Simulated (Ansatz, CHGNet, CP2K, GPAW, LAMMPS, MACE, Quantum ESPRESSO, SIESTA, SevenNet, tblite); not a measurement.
# GPAW on glassy 72SiO2-17Al2O3-6BaO-6ZnO (mol %) (116 atoms): settings against a plane-wave reference

How do the settings of GPAW change the result for glassy 72SiO2-17Al2O3-6BaO-6ZnO (mol %) (116 atoms)? A plane-wave run serves as the yardstick.

Main program and level: GPAW 26.7.0; the method is named at each step.

**1. The structure**

The cell holds 116 atoms: 26 Si, 12 Al, 2 Ba, 2 Zn and 74 O. Its edges and angles: a = 12.202 Å, b = 12.202 Å, c = 12.202 Å, α = 90.0°, β = 90.0°, γ = 90.0°. 116 atoms (26 Si, 12 Al, 2 Ba, 2 Zn, 74 O) placed at random at 2.42 g/cm³, melted at 4000 K for 10 ps at fixed volume with the Morse and Coulomb pair potential with partial charges (Pedone, Malavasi, Menziani, Cormack and Segre, J. Phys. Chem. B 110, 11780 (2006)). Quenched from 4000 K to 300 K at 50 K/ps and fixed volume, held 5 ps.

The yardstick, on the same geometry:

| Quantity | Value |
| --- | --- |
| method | Kohn-Sham DFT, PBE, PAW, plane waves (Ansatz 0.2.0); cutoff 420 eV, Γ point, fermi-dirac smearing of 0.05 eV; PAW set soft_2 |
| r.m.s. force component | 1.26 eV/Å |
| longest force | 5.087 eV/Å |
| pressure | 1.836 GPa |
| gap (highest filled to lowest empty level) | 2.493 eV |
| SCF cycles | 9 |
| time | 19 s on 8 threads of Arm Neoverse V1, shared host |
| CPU time | 2.4 min |

**2. PBE, LCAO dzp, h 0.18 Å**

Method: Kohn-Sham DFT, PBE, PAW, atomic orbitals (dzp).

run.py

```python
import numpy as np
from ase.io import read
from gpaw import GPAW, FermiDirac
from ase.parallel import parprint as print

atoms = read("structure.xyz")
atoms.calc = GPAW(
    mode="lcao",
    basis="dzp",
    h=0.18,
    xc="PBE",
    kpts={"size": (1, 1, 1), "gamma": True},
    occupations=FermiDirac(0.05),
    maxiter=200,
    symmetry={"point_group": False},
    txt="gpaw.txt",
)
energy = atoms.get_potential_energy(force_consistent=True)
forces = atoms.get_forces()
print(f"energy {energy:.6f} eV")
print("forces (eV/A)")
for i, (a, f) in enumerate(zip(atoms, forces)):
    print(f"{i:4d} {a.symbol:2s} {f[0]:10.5f} {f[1]:10.5f} {f[2]:10.5f}")
print(f"Fermi level {atoms.calc.get_fermi_level():.4f} eV")
for k in range(len(atoms.calc.get_ibz_k_points())):
    for s in range(atoms.calc.get_number_of_spins()):
        e = atoms.calc.get_eigenvalues(kpt=k, spin=s)
        n = np.searchsorted(e, atoms.calc.get_fermi_level())
        print(f"k {k} spin {s} levels about the Fermi level:", np.round(e[max(n - 6, 0):n], 4).tolist(), "|", np.round(e[n:n + 6], 4).tolist())
```

structure.xyz

```xyz
116
Lattice="12.20210 0.00000 0.00000 0.00000 12.20210 0.00000 0.00000 0.00000 12.20210" Properties=species:S:1:pos:R:3 pbc="T T T"
Si 1.98589 7.85120 6.90968
Si 9.02931 5.94181 10.14531
Si 9.84160 11.53172 11.33099
Si 2.70594 3.68113 9.47249
Si 5.22238 7.48416 7.22791
Si 5.77843 8.74402 0.19780
Si 6.96899 0.60986 6.86161
Si 6.84111 10.05648 8.30048
Si 8.63518 3.28859 1.95758
Si 1.16310 1.03266 2.83479
Si 2.41138 0.93846 5.68142
Si 5.97708 5.26667 9.48921
Si 1.23168 4.08917 3.59401
Si 2.30778 10.89464 7.82191
Si 1.07452 8.94023 11.98124
Si 8.38748 8.91595 10.43182
Si 9.14901 2.21468 11.29866
Si 12.01834 6.45625 4.99713
Si 5.38601 3.31531 1.75588
Si 6.08177 11.30891 1.61751
Si 11.28011 8.22190 2.26910
Si 10.69538 11.38456 2.23933
Si 4.44388 5.81955 12.13426
Si 2.11536 6.90761 9.87150
Si 10.08821 5.01946 7.11602
Si 1.42655 4.83545 0.57862
Al 2.21029 1.54906 11.95379
Al 7.04232 2.28509 9.23919
Al 4.65449 2.84358 7.13945
Al 0.14691 2.54633 10.84083
Al 0.34776 11.62201 10.24012
Al 3.58656 10.96371 0.23343
Al 4.12358 3.38779 4.66169
Al 6.92835 12.02480 10.84108
Al 10.35714 5.68276 0.77081
Al 8.09707 0.60364 3.72420
Al 4.71892 1.49439 11.36857
Al 4.23193 9.34534 9.84941
Ba 10.66049 1.81299 5.28082
Ba 8.06046 6.09629 3.70480
Zn 6.68577 5.03556 6.51739
Zn 0.16082 2.59258 7.74296
O 5.04069 2.23372 0.66050
O 12.06251 0.00439 2.63883
O 1.18446 11.53843 8.76367
O 8.99209 2.47483 0.64940
O 10.85377 6.16499 6.09861
O 3.48260 0.30945 11.66570
O 10.83132 9.78291 2.54475
O 1.18031 7.77201 10.97030
O 9.51861 4.55968 1.93257
O 9.80878 5.62773 8.65690
O 10.82766 11.80077 10.18094
O 10.64340 2.41589 10.88159
O 3.53666 10.46550 8.84664
O 6.40439 11.80858 0.15692
[... 56 atom lines left out ...]
O 7.88085 1.11930 8.22885
O 7.63339 0.86098 5.39211
O 9.19611 7.56018 10.31993
O 2.09193 1.25669 1.56333
```

On the command line:

```sh
$ OMP_NUM_THREADS=1 mpirun -np 2 gpaw python run.py > output.txt
```

Log:

```text
energy -803.432174 eV
forces (eV/A)
   0 Si    1.81868   -0.44049    3.05936
   1 Si    1.25357    1.37587   -3.89694
   2 Si   -0.03357    0.65384    1.74946
   3 Si   -3.44147   -0.20846    1.65141
   4 Si   -2.25271    1.43247    2.53002
   5 Si   -1.00414   -0.78920   -4.61735
   6 Si    1.35572   -0.52291    2.70077
   7 Si   -1.42032    1.83407   -0.41858
   8 Si   -1.69923   -3.69503    0.26046
   9 Si   -0.06843    0.54589   -0.50750
  10 Si   -2.00677    0.25822    0.85046
  11 Si    2.05731    0.95157   -0.35822
  12 Si    3.32246   -0.68276   -1.82220
  13 Si    0.62324   -2.03425    1.51225
  14 Si   -2.10811    3.88686    1.57582
  15 Si   -3.18865   -1.22954   -1.24863
  16 Si    1.00327   -1.72061    1.23586
  17 Si    0.54810    1.38718   -0.61368
  18 Si    1.19293    2.49003   -0.66672
  19 Si   -0.14288   -2.62285   -0.49769
  20 Si    1.90739    0.83908   -1.47165
  21 Si    0.50372   -0.23349   -0.70381
  22 Si   -2.23259    0.07084    3.06461
  23 Si   -0.39917    0.54843   -0.39861
[...]
108 O    -1.04663    0.83896   -1.03621
 109 O     0.01003   -0.03695    0.25577
 110 O     1.03014    1.83405   -1.27433
 111 O     0.22413    0.56589    0.61392
 112 O     1.10769   -0.24474   -1.35360
 113 O     0.70097    0.15883    0.08784
 114 O     1.51288    0.67000    0.20023
 115 O     0.53779   -0.39811   -1.44339
Fermi level 3.1851 eV
k 0 spin 0 levels about the Fermi level: [0.937, 0.9837, 1.0514, 1.1021, 1.5897, 2.0045] | [4.3597, 4.7549, 4.9695, 5.0882, 5.306, 5.4696]
```

gpaw.txt:

```text
Input parameters:
  mode=LCAO(),
  basis={'default': 'dzp'},
  h=0.18,
  kpts=MonkhorstPack(size=(1, 1, 1), gamma=True),
  maxiter=200,
  occupations=Occupations(name='fermi-dirac', width=0.05, fixmagmom=False),
  symmetry=Symmetry(point_group=False),
  xc=XC(name='PBE')
Unit cell  # Å
| periodic |         x |         y |         z |   lengths |    angles |
|----------|-----------|-----------|-----------|-----------|-----------|
|      yes | 12.202100 |  0.000000 |  0.000000 | 12.202100 | 90.000000 |
|      yes |  0.000000 | 12.202100 |  0.000000 | 12.202100 | 90.000000 |
|      yes |  0.000000 |  0.000000 | 12.202100 | 12.202100 | 90.000000 |
Number of symmetries: 1
Symmetry operations  # r_c * U_cc + t_c -> r_c
|   | kind |            matrix            |
|---|------|------------------------------|
| 0 |  E   |  1, 0, 0,  0, 1, 0,  0, 0, 1 |
BZ-sampling:
  Number of BZ points: 1
  Number of IBZ points: 1
  Monkhorst-Pack size: [1, 1, 1]
  Monkhorst-Pack shift: [0, 0, 0]
[... lines left out ...]
        l=0, rc=2.2969 Bohr: 2s-dz split-valence wave
        l=1, rc=2.8906 Bohr: 2p-dz split-valence wave
        l=2, rc=5.3906 Bohr: d-type Gaussian polarization
      Number of RI-basis functions 0
Reference energy: -975587.438296  # eV
eigensolver:
density mixing:
  MSR1-Mixer
occupation numbers:
  Fermi-Dirac:
    width: 0.0500  # eV
FastPoissonSolver using
    Stencil: 6*3+1=19 point O(h^6) finite-difference Laplacian
xc functional:
  name: PBE with 2 nearest neighbor stencil
interpolation: tri-quintic # 5. degree polynomial
Initialization done in: 10.858 s
convergence criteria:
- Maximum [total energy] change in last 3 cyles: 0.0005 eV / valence electron
- Maximum integral of absolute [dens]ity change: 0.0001 electrons / valence electron
- Maximum integral of absolute [eigenst]ate change: 4e-08 eV^2 / valence electron
maximum number of iterations: 200
SCF iterations
|iter     |      energy | eigst |  dens |
|---------|-------------|-------|-------|
|iter:   1| -881.393352 |      c|       |
|iter:   2| -861.353695 |      c| -0.77 |
|iter:   3| -802.596342 |      c| -0.82 |
|iter:   4| -803.168337 |      c| -1.44 |
|iter:   5| -803.473429 |      c| -1.74 |
|iter:   6| -803.433366c|      c| -2.49 |
|iter:   7| -803.432430c|      c| -3.12 |
|iter:   8| -803.432204c|      c| -3.51 |
|iter:   9| -803.432176c|      c| -3.99 |
|iter:  10| -803.432174c|      c| -4.51c|
Converged in 10 steps
SCF loop duration: 124.580 s (12.458 s/step)
Energy contributions relative to reference atoms: (reference = -975587.438296)
Energy contributions:
  Kinetic:         923.750127
  Coulomb:        -791.319108
  Zero:             11.399558
  External:          0.000000
  Xc:             -947.262751
  Entropy:          -0.000000
  Spinorbit:         0.000000
  ----------------------------
  Free energy:    -803.432174
  Extrapolated:   -803.432174
dipole moment: (-32.172000, 45.406772, -41.817087)  # |e|*Ang
Fermi level: 3.185
Eigenvalues  # (at kpt = [0.000, 0.000, 0.000])
| band index |      eig [eV] | occ [0-2] |
|------------|---------------|-----------|
|          0 |       -27.002 |     2.000 |
|        ... |               |           |
|        306 |         0.827 |     2.000 |
|        307 |         0.914 |     2.000 |
[...]
|        321 |         5.874 |     0.000 |
|        ... |               |           |
|        380 |        10.025 |     0.000 |
Gap: 2.355 eV
Transition (v -> c):
  (s=0, k=0, n=313, [0.00, 0.00, 0.00]) -> (s=0, k=0, n=314, [0.00, 0.00, 0.00])
No difference between direct/indirect transitions
Force computation time: 28.798  # s
```

Elapsed: 2.8 min, on 2 MPI ranks of Arm Neoverse V1, shared host; peak memory 2.8 GiB.

Banners, paths, timers and routine set-up lines are dropped from the logs unmarked, and long logs keep their key lines alone; longer cuts are marked.

Numbers from this run, and their distance from the reference:

```yaml
r_m_s_force_component: 1.466 eV/Å
r_m_s_difference_of_force_components: 304.2 meV/Å
longest_difference_of_force_vectors: 1232 meV/Å
force_difference_over_r_m_s_force: 24.14 %
slope_of_forces_against_the_reference_s: 1.147
correlation_of_force_components: 0.9863
spacing_of_highest_filled_and_lowest_empty_level: 2.355 eV
gap_difference: -0.1376 eV
```

Length of the force difference by element (eV/Å):

```
element  atoms  mean  most
     Al     12  0.29  0.51
     Ba      2  0.13  0.14
      O     74  0.58   1.2
     Si     26  0.29  0.53
     Zn      2  0.13  0.23
```

Levels nearest the highest filled one (eV from it): -1.07, -1.02, -0.95, -0.90, -0.41, 0.00, 2.36, 2.75, 2.96, 3.08, 3.30, 3.47.

A closer look about Al38, which has 3 bonded neighbours where the commonest count for Al is 4: 13 atoms, nearest first, numbered in the order of the input, with positions taken from that point.

```
atom      x      y      z  distance (Å)  bonds     Fx     Fy  Fz (eV/Å)
Al38   0.00   0.00   0.00          0.00      3   0.20  -1.46      -1.08
 O55  -0.70   1.12  -1.00          1.66      2  -0.43   2.07      -1.11
 O83   0.53   0.41   1.58          1.72      3   0.21   0.91       1.37
 O61  -0.81  -1.52   0.03          1.72      2   2.28  -0.51       0.38
 O81   1.41  -0.43  -1.74          2.28      2  -1.27  -0.72       0.15
 O99   2.41   1.57  -0.21          2.89      2  -2.00  -0.10       0.49
 Si6   1.55  -0.60   2.55          3.04      4  -1.00  -0.79      -4.62
 Si8   2.61   0.71  -1.55          3.12      4  -1.42   1.83      -0.42
Al32  -0.65   1.62   2.59          3.12      4  -0.50  -1.69      -0.94
 O91  -1.86   0.43   2.52          3.16      2   1.50  -0.07       1.21
 O92   2.72  -0.82   1.44          3.19      2   1.81  -0.47      -1.31
Si14  -1.92   1.55  -2.03          3.20      4   0.62  -2.03       1.51
Si24  -2.12  -2.44   0.02          3.23      4  -0.40   0.55      -0.40
```

Atoms are counted from 1 here, from 0 in the log.

Forces lie 24 % from the reference's, at 2.3 times its CPU time (on 2 against 8 cores).

**3. PBE, LCAO dzp, h 0.28 Å**

Method: Kohn-Sham DFT, PBE, PAW, atomic orbitals (dzp).

run.py: that of step 2 with these lines changed.

```diff
@@ -3,3 +3,2 @@
 from gpaw import GPAW, FermiDirac
-from ase.parallel import parprint as print
 
@@ -9,3 +8,3 @@
     basis="dzp",
-    h=0.18,
+    h=0.28,
     xc="PBE",
```

structure.xyz is that of step 2.

On the command line:

```sh
$ OMP_NUM_THREADS=1 python run.py > output.txt
```

Log:

```text
energy -726.818180 eV
forces (eV/A)
   0 Si    1.79682   -0.38977    3.04985
   1 Si    1.18185    1.44264   -3.88915
   2 Si   -0.00858    0.63138    1.73794
   3 Si   -3.44246   -0.22329    1.72184
   4 Si   -2.22788    1.46548    2.56560
   5 Si   -0.97472   -0.83117   -4.59653
   6 Si    1.33486   -0.49357    2.69014
   7 Si   -1.37293    1.83662   -0.38534
   8 Si   -1.74836   -3.64221    0.26684
   9 Si   -0.08142    0.50308   -0.40749
  10 Si   -1.99522    0.25981    0.88995
  11 Si    2.12500    0.81649   -0.39941
[...]
111 O    -2.64056    3.00169   -2.73006
 112 O    -0.72662   -1.01657    1.19318
 113 O     1.19531   -1.65813   -0.83102
 114 O    -1.22336   -2.02481   -3.19766
 115 O     1.19665    0.19176    0.57686
Fermi level 3.2141 eV
k 0 spin 0 levels about the Fermi level: [0.9516, 1.0158, 1.0565, 1.1035, 1.6096, 2.0025] | [4.3712, 4.7707, 4.9794, 5.0986, 5.3169, 5.4766]
```

gpaw.txt:

```text
Input parameters:
  mode=LCAO(),
  basis={'default': 'dzp'},
  h=0.28,
  kpts=MonkhorstPack(size=(1, 1, 1), gamma=True),
  maxiter=200,
  occupations=Occupations(name='fermi-dirac', width=0.05, fixmagmom=False),
  symmetry=Symmetry(point_group=False),
  xc=XC(name='PBE')
[... lines left out ...]
  Fermi-Dirac:
[... lines left out ...]
convergence criteria:
- Maximum [total energy] change in last 3 cyles: 0.0005 eV / valence electron
[... lines left out ...]
Converged in 10 steps
[... lines left out ...]
  Free energy:    -726.818180
[... lines left out ...]
Fermi level: 3.214
[... lines left out ...]
|          0 |       -27.000 |     2.000 |
|        ... |               |           |
|        306 |         0.853 |     2.000 |
|        307 |         0.946 |     2.000 |
[...]
|        321 |         5.883 |     0.000 |
|        ... |               |           |
|        380 |        10.038 |     0.000 |
Gap: 2.369 eV
Transition (v -> c):
  (s=0, k=0, n=313, [0.00, 0.00, 0.00]) -> (s=0, k=0, n=314, [0.00, 0.00, 0.00])
No difference between direct/indirect transitions
Force computation time: 21.920  # s
timing:  # [seconds]
  Total:  129.261  # ━━━━━━━━━━━━━━━━━━━━━━━━━━━━━━━━━━━━━━━━━━━━━━━━━━━━━━━━
  Init:    12.605  # ━━━━━╸
  SCF:     94.694  # ━━━━━━━━━━━━━━━━━━━━━━━━━━━━━━━━━━━━━━━━━
  Forces:  21.920  # ━━━━━━━━━╸
```

Elapsed: 2.2 min, on 1 thread; peak memory 0.93 GiB.

Numbers from this run, and their distance from the reference:

| Item | Value |
| --- | --- |
| r.m.s. force component | 2.283 eV/Å |
| r.m.s. difference of force components | 1846 meV/Å |
| longest difference of force vectors | 5463 meV/Å |
| force difference over r.m.s. force | 146.5 % |
| slope of forces against the reference's | 1.068 |
| correlation of force components | 0.591 |
| gap (highest filled to lowest empty level) | 2.369 eV |
| gap difference | -0.1241 eV |
| energy less the same-level run's | 660.5 meV/atom |
| r.m.s. force difference from the same-level run | 1837 meV/Å |

This is a coarse setting, run to see what it loses.

Against the first run (24 %), the force difference from the reference is 146 %, at 0.39 times the CPU time (on 1 against 2 cores): the grid matters here.

The difference per atom is largest on O (3.9 eV/Å on average, against 0.31 on Al). The forces add up to 50 eV/Å instead of zero, usually a sign of too coarse a grid.

(Part 1 of 2 ends here.)

[Also dropped from logs without a mark: logging warnings of Python, and SIESTA's first energy breakdown and zero terms.]

[Logs are printed without paths, hosts, clocks, repeated set-up lines and the standing remarks that a program may print on its own settings, such as how far it seeks lower states.]

[Hosts, paths, dates, database ids (printed as entryN), source tags and the programs' standing remarks are cut or masked in the printed files.]
